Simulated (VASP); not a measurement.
# Ga (Pm-3m) in VASP: notebook

The runs below take Ga through relaxation of cell and atoms, with PBE, RPBE.

All numbers are computed with VASP 6.6.1; they aren't measurements. Logs are shortened: lines on timing, memory, paths and dates and some standing lists are left out, and cuts for length are marked.

## Step 1: Starting point

The structure is cubic, space group Pm-3m (No. 221). Conventional cell: a = 2.716 Å, b = 2.716 Å, c = 2.716 Å, α = 90.00°, β = 90.00°, γ = 90.00°. Around Ga (site symmetry m-3m) lie 6 Ga at 2.72 Å.

The cell was built by a generator and needn't be a form met in nature.

## Step 2: Relaxation of cell and atoms, PBE

Input file INCAR:

```
PREC = Accurate ; ENCUT = 600
EDIFF = 1E-7 ; ISMEAR = 1
SIGMA = 0.1 ; LREAL = False
LASPH = True ; NELM = 60
ALGO = Fast ; ISIF = 3
LWAVE = False ; LCHARG = False
GGA = PE ; IBRION = 2
NSW = 40 ; EDIFFG = -0.01
```

Input file KPOINTS:

```
Automatic mesh
0
Gamma
  10 10 10
```

Input file POSCAR:

```
Ga
1.0
    2.7164800000      0.0000000000      0.0000000000
    0.0000000000      2.7164800000      0.0000000000
    0.0000000000      0.0000000000      2.7164800000
Ga
1
Direct
    0.0000000000      0.0000000000      0.0000000000
```

Potentials or basis: VASP PAW PBE potentials, release 64 (Ga_d).

Started as:

```sh
cat potpaw_PBE.64/Ga_d/POTCAR > POTCAR
mpirun -np 1 vasp_std > vasp.out
```

OUTCAR:

```text
PREC = Accurate
   ENCUT = 600
   EDIFF = 1E-7
   ISMEAR = 1
   LREAL = False
   LASPH = True
   NELM = 60
   ISIF = 3
   GGA = PE
   IBRION = 2
   NSW = 40
   EDIFFG = -0.01

 ion  position               nearest neighbor table
   1  0.000  0.000  0.000-

  LATTYP: Found a simple cubic cell.
 ALAT       =     2.7164800000

  Lattice vectors:

 A1 = (   2.7164800000,   0.0000000000,   0.0000000000)
 A2 = (   0.0000000000,   2.7164800000,   0.0000000000)
 A3 = (   0.0000000000,   0.0000000000,   2.7164800000)

Analysis of symmetry for initial positions (statically):
=====================================================================
 Subroutine PRICEL returns:
 Original cell was already a primitive cell.

 Routine SETGRP: Setting up the symmetry group for a
 simple cubic supercell.

 Subroutine GETGRP returns: Found 48 space group operations
 (whereof 48 operations were pure point group operations)
 out of a pool of 48 trial point group operations.

The static configuration has the point symmetry O_h .

Analysis of symmetry for dynamics (positions and initial velocities):
=====================================================================
 Subroutine PRICEL returns:
 Original cell was already a primitive cell.

 Routine SETGRP: Setting up the symmetry group for a
 simple cubic supercell.

 Subroutine GETGRP returns: Found 48 space group operations
 (whereof 48 operations were pure point group operations)
 out of a pool of 48 trial point group operations.

The dynamic configuration has the point symmetry O_h .

 Subroutine INISYM returns: Found 48 space group operations
 (whereof 48 operations are pure point group operations),
 and found     1 'primitive' translations

----------------------------------------------------------------------------------------

                                     Primitive cell

  volume of cell :      20.0456

  direct lattice vectors                    reciprocal lattice vectors
     2.716480000  0.000000000  0.000000000     0.368123454  0.000000000  0.000000000
     0.000000000  2.716480000  0.000000000     0.000000000  0.368123454  0.000000000
     0.000000000  0.000000000  2.716480000     0.000000000  0.000000000  0.368123454

  length of vectors
     2.716480000  2.716480000  2.716480000     0.368123454  0.368123454  0.368123454

  position of ions in fractional coordinates (direct lattice)
     0.000000000  0.000000000  0.000000000

  ion indices of the primitive-cell ions
   primitive index   ion index
                 1           1

----------------------------------------------------------------------------------------

 KPOINTS: Automatic mesh

Automatic generation of k-mesh.
 Grid dimensions read from file:
 generate k-points for:   10   10   10

 Generating k-lattice:

  Cartesian coordinates                     Fractional coordinates (reciprocal lattice)
     0.036812345  0.000000000  0.000000000     0.100000000  0.000000000  0.000000000
     0.000000000  0.036812345  0.000000000     0.000000000  0.100000000  0.000000000
     0.000000000  0.000000000  0.036812345     0.000000000  0.000000000  0.100000000

  Length of vectors
     0.036812345  0.036812345  0.036812345

  Shift w.r.t. Gamma in fractional coordinates (k-lattice)
     0.000000000  0.000000000  0.000000000

 Subroutine IBZKPT returns following result:
 ===========================================

 Found     56 irreducible k-points:

 Following reciprocal coordinates:
            Coordinates               Weight
  0.000000  0.000000  0.000000      1.000000
  0.100000  0.000000  0.000000      6.000000
  0.200000  0.000000  0.000000      6.000000
  0.300000  0.000000  0.000000      6.000000
  0.400000  0.000000  0.000000      6.000000
  0.500000  0.000000  0.000000      3.000000
[... 16 lines left out ...]
  0.200000  0.100000  0.100000     24.000000
  0.300000  0.100000  0.100000     24.000000
 [... further k-points ...]
   k-points           NKPTS =     56   k-points in BZ     NKDIM =     56   number of bands    NBANDS=     10
   number of dos      NEDOS =    301   number of ions     NIONS =      1
   total plane-waves  NPLWV =  13824
   dimension x,y,z NGX =    24 NGY =   24 NGZ =   24
   dimension x,y,z NGXF=    48 NGYF=   48 NGZF=   48
   ions per type =               1
   NGX,Y,Z   is equivalent  to a cutoff of  14.69, 14.69, 14.69 a.u.
   NGXF,Y,Z  is equivalent  to a cutoff of  29.38, 29.38, 29.38 a.u.
 SYSTEM =  unknown system
   PREC   = accura    normal or accurate (medium, high low for compatibility)
   ISTART =      0    job   : 0-new  1-cont  2-samecut
   ICHARG =      2    charge: 1-file 2-atom 10-const
   ISPIN  =      1    spin polarized calculation?
   LNONCOLLINEAR =      F non collinear calculations
   LSORBIT =      F    spin-orbit coupling
   LASPH  =      T    aspherical Exc in radial PAW
   ENCUT  =  600.0 eV  44.10 Ry    6.64 a.u.   5.43  5.43  5.43*2*pi/ulx,y,z
   NELM   =     60;   NELMIN=  2; NELMDL= -5     # of ELM steps
   EDIFF  = 0.1E-06   stopping-criterion for ELM
   LREAL  =      F    real-space projection
   EDIFFG = -.1E-01   stopping-criterion for IOM
   NSW    =     40    number of steps for IOM
   IBRION =      2    ionic relax: 0-MD 1-quasi-New 2-CG
   NFREE  =      1    steps in history (QN), initial steepest desc. (CG)
   ISIF   =      3    stress and relaxation
   ISYM   =      2    0-nonsym 1-usesym 2-fastsym
   POTIM  = 0.5000    time-step for ionic-motion
   TEBEG  =    0.0;   TEEND  =   0.0 temperature during run
   PSTRESS=    0.0 pullay stress
   NELECT =      13.0000    total number of electrons
   NUPDOWN=      -1.0000    fix difference up-down
   EMIN   =  10.00;   EMAX   =-10.00  energy-range for DOS
   EFERMI =   0.00;   METHOD = LEGACY
   ISMEAR =     1;   SIGMA  =   0.10  broadening in eV -4-tet -1-fermi 0-gaus
   EFERMI_NEDOS =   21; number of points for ismear=-14 and -15
   IALGO  =     68    algorithm
   IMIX   =      4    mixing-type and parameters
     AMIX     =   0.40;   BMIX     =  1.00
     AMIX_MAG =   1.60;   BMIX_MAG =  1.00
  volume/ion in A,a.u.               =      20.05       135.27
  Fermi-wavevector in a.u.,A,eV,Ry     =   1.417042  2.677821 27.320614  2.008008
  Thomas-Fermi vector in A             =   2.538314
   LORBIT       =      0    0 simple, 1 ext, 2 COOP (PROOUT), +10 PAW based schemes
   GGA     = PE    functional components
   LHFCALC =     F    Hartree Fock is set to
   AEXX    =    0.0000 exact exchange contribution
   IVDW    =     0    specifies the selected vdW correction
   LEPSILON=     F    determine dielectric tensor
   LRPA    =     F    only Hartree local field effects (RPA)
 conjugate gradient relaxation of ions
 non-spin polarized calculation
 RMM-DIIS sequential band-by-band and
 Methfessel and Paxton  Order N= 1 SIGMA  =   0.10
  energy-cutoff  :      600.00
  volume of cell :       20.05
 maximum number of plane-waves:       691
 NGX is ok and might be reduce to    24
   NGX = 11   NGY = 11   NGZ = 11

--------------------------------------- Ionic step        1  -------------------------------------------

 number of electron      13.0000005 magnetization

 Free energy of the ion-electron system (eV)
  ---------------------------------------------------
  ext. energy  EPLUGINS =         0.00000000
  ---------------------------------------------------
  free energy    TOTEN  =        -2.82799199 eV

  energy without entropy =       -2.82740308  energy(sigma->0) =       -2.82779568

------------------------ aborting loop because EDIFF is reached ----------------------------------------

  FORCE on cell =-STRESS in cart. coord.  units (eV):
  Direction    XX          YY          ZZ          XY          YZ          ZX
  --------------------------------------------------------------------------------------
  -------------------------------------------------------------------------------------
  Total        0.0384861      0.0384861      0.0384861     -0.0000000      0.0000000     -0.0000000
  in kB        3.0760620      3.0760620      3.0760620     -0.0000000      0.0000000     -0.0000000
  external PRESSURE =       3.0760620 kB  Pullay stress =       0.0000000 kB
[... 55 lines left out ...]
  energy  without entropy=       -2.8276506636  energy(sigma->0) =       -2.82798271

--------------------------------------- Ionic step        3  -------------------------------------------

 number of electron      13.0000006 magnetization

 Free energy of the ion-electron system (eV)
  ---------------------------------------------------
  ext. energy  EPLUGINS =         0.00000000
  ---------------------------------------------------
  free energy    TOTEN  =        -2.82819279 eV

  energy without entropy =       -2.82778274  energy(sigma->0) =       -2.82805611

 E-fermi :   4.6823     XC(G=0): -10.5888

 val. band max:        4.6381166040   @ k =   0.5000   0.4000   0.4000
 cond. band min:       4.7223288256   @ k =   0.4000   0.4000   0.1000
 fundamental gap:      0.0842122216
 Fermi energy:         4.6823078118

 k-point     1 :       0.0000    0.0000    0.0000
  band No.  band energies     occupation
      1     -10.4093      2.00000
      2     -10.4093      2.00000
      3      -9.9069      2.00000
      4      -9.9069      2.00000
      5      -9.9069      2.00000
      6      -5.8134      2.00000
      7      13.5763      0.00000
      8      13.5763      0.00000
      9      13.5763      0.00000
     10      16.5095      0.00000
[... 287 lines left out ...]
 k-point    24 :       0.3000    0.1000    0.1000
  band No.  band energies     occupation
      1     -10.3331      2.00000
      2     -10.1638      2.00000
      3     -10.0198      2.00000
      4     -10.0127      2.00000
      5      -9.9254      2.00000
      6      -3.5889      2.00000
      7       5.1420     -0.00000
      8      12.7357      0.00000
      9      13.4539      0.00000
     10      20.7850      0.00000

 [... further k-points ...]
[... 5 lines left out ...]
  --------------------------------------------------------------------------------------
  -------------------------------------------------------------------------------------
  Total        0.0038769      0.0038769      0.0038769     -0.0000000     -0.0000000     -0.0000000
  in kB        0.3070112      0.3070112      0.3070112     -0.0000000     -0.0000000     -0.0000000
  external PRESSURE =       0.3070112 kB  Pullay stress =       0.0000000 kB
[... 16 lines left out ...]
  FREE ENERGIE OF THE ION-ELECTRON SYSTEM (eV)
  ---------------------------------------------------
  free  energy   TOTEN  =        -2.8281927881 eV

  energy  without entropy=       -2.8277827448  energy(sigma->0) =       -2.82805611

 reached required accuracy - stopping structural energy minimisation
```

It took 26 s on 1 thread of AMD EPYC 7R43 (Zen 3), shared host; peak memory 0.11 GiB.

What came out:

* Free energy: -2.8282 eV
* Relaxed volume: 20.23 Å³/atom
* Relaxed cell: a = 2.725 Å, b = 2.725 Å, c = 2.725 Å, α = 90.00°, β = 90.00°, γ = 90.00°
* Space group after relaxing (to 0.05 Å): Pm-3m (No. 221)
* Energy gained by relaxing: 0.2 meV/atom
* Ionic steps: 3
* Pressure after relaxing: 0.0 GPa
* Band gap on the k mesh: none (metal or under the smearing width)

Step by step:
| step | energy change (eV) | largest force (eV/Å) | pressure (GPa) | volume (Å³) |
| --- | --- | --- | --- | --- |
| 1 | 0.0000 | 0.0000 | 0.31 | 20.05 |
| 2 | -0.0002 | 0.0000 | 0.13 | 20.16 |
| 3 | -0.0002 | 0.0000 | 0.03 | 20.23 |

Final structure:
```
CELL_PARAMETERS angstrom
2.72487 0.00000 0.00000
0.00000 2.72487 0.00000
0.00000 0.00000 2.72487
ATOMIC_POSITIONS crystal
Ga 0.00000 0.00000 0.00000
```

Levels at points of the mesh, in eV from the Fermi level:
```csv
k point,band 2,band 3,band 4,band 5,band 6,band 7,band 8,band 9,band 10
"(0.00, 0.00, 0.00)",-15.09,-14.59,-14.59,-14.59,-10.50,8.89,8.89,8.89,11.83
"(0.50, 0.00, 0.00)",-14.78,-14.73,-14.73,-14.58,-6.18,-4.05,12.28,12.28,15.50
"(0.50, 0.50, 0.00)",-14.91,-14.71,-14.71,-14.46,-1.69,-0.64,-0.64,4.23,15.73
"(0.50, 0.50, 0.50)",-14.92,-14.92,-14.45,-14.45,2.61,2.61,2.61,3.66,8.17
```

## Step 3: Relaxation of cell and atoms, RPBE

Input file INCAR:

```
PREC = Accurate
ENCUT = 600
EDIFF = 1E-6
ISMEAR = 1
SIGMA = 0.1
LREAL = F
LASPH = T
NELM = 60
ALGO = Normal
ISIF = 3
LWAVE = F
LCHARG = F
GGA = RP
IBRION = 2
NSW = 40
EDIFFG = -0.005
```

KPOINTS is that of step 2.

POSCAR is that of step 2.

Potentials or basis: VASP PAW PBE potentials, release 64 (Ga_d).

Started as:

```sh
cat potpaw_PBE.64/Ga_d/POTCAR > POTCAR
mpirun -np 1 vasp_std > vasp.out
```

Run time: 56 s. Hardware: 1 thread of AMD EPYC 7R43 (Zen 3), shared host; peak memory 0.11 GiB.

The run converged. Its results:

- Free energy: -2.4721 eV
- Relaxed volume: 21.15 Å³/atom
- Relaxed cell: a = 2.766 Å, b = 2.766 Å, c = 2.766 Å, α = 90.00°, β = 90.00°, γ = 90.00°
- Space group after relaxing (to 0.05 Å): Pm-3m (No. 221)
- Energy gained by relaxing: 7.2 meV/atom
- Ionic steps: 7
- Pressure after relaxing: 0.0 GPa
- Band gap on the k mesh: none (metal or under the smearing width)

The path:
| step | energy change (eV) | largest force (eV/Å) | pressure (GPa) | volume (Å³) |
| --- | --- | --- | --- | --- |
| 1 | 0.0000 | 0.0000 | 1.86 | 20.05 |
| 2 | -0.0061 | 0.0000 | 0.94 | 20.73 |
| 3 | -0.0071 | 0.0000 | -0.24 | 21.29 |
| 4 | -0.0072 | 0.0000 | 0.04 | 21.17 |
| 5 | -0.0072 | 0.0000 | -0.13 | 21.20 |
| 6 | -0.0072 | 0.0000 | 0.07 | 21.14 |
| 7 | -0.0072 | 0.0000 | -0.03 | 21.15 |

Final structure:
```xyz
1
Lattice="2.7656 0.0000 0.0000 0.0000 2.7656 0.0000 0.0000 0.0000 2.7656" Properties=species:S:1:pos:R:3 pbc="T T T"
Ga    0.0000    0.0000    0.0000
```

Levels at points of the mesh, in eV from the Fermi level:
| k point | band 4 | band 5 | band 6 | band 7 | band 8 | band 9 |
| --- | --- | --- | --- | --- | --- | --- |
| (0.00, 0.00, 0.00) | -14.63 | -14.63 | -10.20 | 8.62 | 8.62 | 8.62 |
| (0.50, 0.00, 0.00) | -14.75 | -14.62 | -6.10 | -3.87 | 11.84 | 11.84 |
| (0.50, 0.50, 0.00) | -14.73 | -14.51 | -1.81 | -0.60 | -0.60 | 4.17 |
| (0.50, 0.50, 0.50) | -14.50 | -14.50 | 2.53 | 2.53 | 2.53 | 3.24 |

Caveat: the PAW data sets were made with another functional, which shifts forces and pressure a little.
